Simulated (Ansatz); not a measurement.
A run of Ansatz 0.2.0 is set up as follows.

Contents of input.yaml:

```yaml
crystal:
  lattice:
    - [0.0, 2.54552, 2.54552]
    - [2.54552, 0.0, 2.54552]
    - [2.54552, 2.54552, 0.0]
  atoms:
    - { symbol: Zr, position: [0.5, 0.5, 0.5] }
    - { symbol: C, position: [0.75, 0.75, 0.75] }
hamiltonian:
  xc: hse06
  pseudopotentials: { kind: paw }
kpoints:
  mp_grid: { grid: [5, 5, 5] }
  band_path:
    path:
      - [[0.0, 0.0, 0.0], [0.5, 0.0, 0.5], [0.5, 0.25, 0.75], [0.375, 0.375, 0.75], [0.0, 0.0, 0.0], [0.5, 0.5, 0.5], [0.625, 0.25, 0.625], [0.5, 0.25, 0.75], [0.5, 0.5, 0.5], [0.375, 0.375, 0.75]]
      - [[0.625, 0.25, 0.625], [0.5, 0.0, 0.5]]
    npoints: 4
scf:
  occupations: { method: fermi_dirac, width: 0.05 }
  n_extra_bands: 6
output:
  forces: true
  stress: true
  eigenvalues: true
  fatbands: false
```

Potentials or basis: Ansatz PAW.

Run with:

```console
$ ansatz run input.yaml --threads 2 --pin off --max-ram 5632MiB --backend cpu --events-out ev --progress --plain --runs-dir out
```

Task: Estimate the band gap along the path.

Result: 0.90 eV, direct.

Task: What does it give for the pressure?

Result: -1.4 GPa.

Levels at the corners of the path, in eV from the valence-band top:
| point | band 6 | band 7 | band 8 | band 9 | band 10 | band 11 |
| --- | --- | --- | --- | --- | --- | --- |
| Γ | -2.60 | -2.60 | -2.60 | 4.07 | 4.07 | 4.08 |
| X | -4.04 | -0.06 | -0.06 | 1.18 | 5.61 | 5.66 |
| W | -2.95 | -1.47 | 0.00 | 0.90 | 3.86 | 5.70 |
| K | -3.31 | -0.72 | -0.64 | 1.18 | 4.41 | 5.16 |
| Γ | -2.60 | -2.60 | -2.60 | 4.07 | 4.07 | 4.08 |
| L | -2.68 | -1.89 | -1.89 | 4.61 | 4.77 | 4.77 |
| U | -3.31 | -0.72 | -0.64 | 1.18 | 4.41 | 5.16 |
| W | -2.95 | -1.47 | 0.00 | 0.90 | 3.86 | 5.70 |
| L | -2.68 | -1.89 | -1.89 | 4.61 | 4.77 | 4.77 |
| K | -3.31 | -0.72 | -0.64 | 1.18 | 4.41 | 5.16 |
| U | -3.31 | -0.72 | -0.64 | 1.18 | 4.41 | 5.16 |
| X | -4.04 | -0.06 | -0.06 | 1.18 | 5.61 | 5.66 |

Caveat: the k mesh is coarse (spacing up to 0.43 Å⁻¹), so the values aren't converged, least of all with exact exchange; the PAW data sets come from PBE, with cores solved anew for the run's functional, which leaves a small shift of forces and pressure; the thresholds are loose for stress.
